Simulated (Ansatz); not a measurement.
# BaS: the cost of one run

All numbers below are computed with Ansatz 0.2.0 (DFT, PBE, no spin polarisation, plane waves, PAW).

## (1) The system as given

The structure is cubic, space group Fm-3m (No. 225). The conventional cell has a = 6.377 Å, b = 6.377 Å, c = 6.377 Å, α = 90.00°, β = 90.00°, γ = 90.00°. Around S (site symmetry m-3m) lie 6 Ba at 3.19 Å. Ba (site symmetry m-3m) is surrounded by 6 S at 3.19 Å.

Symmetry-reduced, conventional setting; the input below types the cell that was run:

```cif
data_structure
_symmetry_space_group_name_H-M 'Fm-3m'
_symmetry_Int_Tables_number 225
_cell_length_a 6.3768
_cell_length_b 6.3768
_cell_length_c 6.3768
_cell_angle_alpha 90.000
_cell_angle_beta 90.000
_cell_angle_gamma 90.000
_cell_volume 259.31
loop_
_atom_site_label
_atom_site_type_symbol
_atom_site_symmetry_multiplicity
_atom_site_Wyckoff_symbol
_atom_site_fract_x
_atom_site_fract_y
_atom_site_fract_z
_atom_site_occupancy
S1 S 4 b 0.50000 0.00000 0.00000 1
Ba1 Ba 4 a 0.00000 0.00000 0.00000 1
```

Its first density is an earlier solution for the same cell, read from a checkpoint.

## (2) Self-consistent run

input.yaml reads:

```yaml
crystal:
  lattice:
    - [0.0, 3.188419, 3.188419]
    - [3.188419, 0.0, 3.188419]
    - [3.188419, 3.188419, 0.0]
  atoms:
    - { symbol: S, position: [0.5, 0.5, 0.5] }
    - { symbol: Ba, position: [0.0, 0.0, 0.0] }
  symmetry: { tolerance: 0.0003 }
kpoints:
  mp_grid: { grid: [7, 7, 7], shift: [0, 0, 0] }
  band_path:
    path:
      - [0.0, 0.0, 0.0]
      - [0.5, 0.0, 0.5]
      - [0.625, 0.25, 0.625]
      - [0.375, 0.375, 0.75]
      - [0.0, 0.0, 0.0]
      - [0.5, 0.5, 0.5]
      - [0.5, 0.25, 0.75]
      - [0.5, 0.0, 0.5]
    npoints: 8
magnetization:
  spin_polarized: false
scf:
  occupations: { method: gaussian, width: 0.053 }
  lower_state_search: "off"
  max_iter: 200
hamiltonian:
  pseudopotentials: { kind: paw }
  xc: pbe
basis:
  ecutwfc: 420
  fft_grid_basis: typed
output:
  forces: true
  stress: true
  eigenvalues: true
  bader: true
  populations: true
  elf: true
  write_potential: true
  volumetric_format: npy
  dos:
    e_range: [-12, 8]
    de: 0.05
    projected: { site_lists: { Ba: [Ba], S: [S] } }
checkpoint:
  read: saved_state
```

Q: Estimate wall time and peak memory on 1 thread of an Arm CPU, shared host.

About 9.2 s, with a peak of 0.31 GiB.
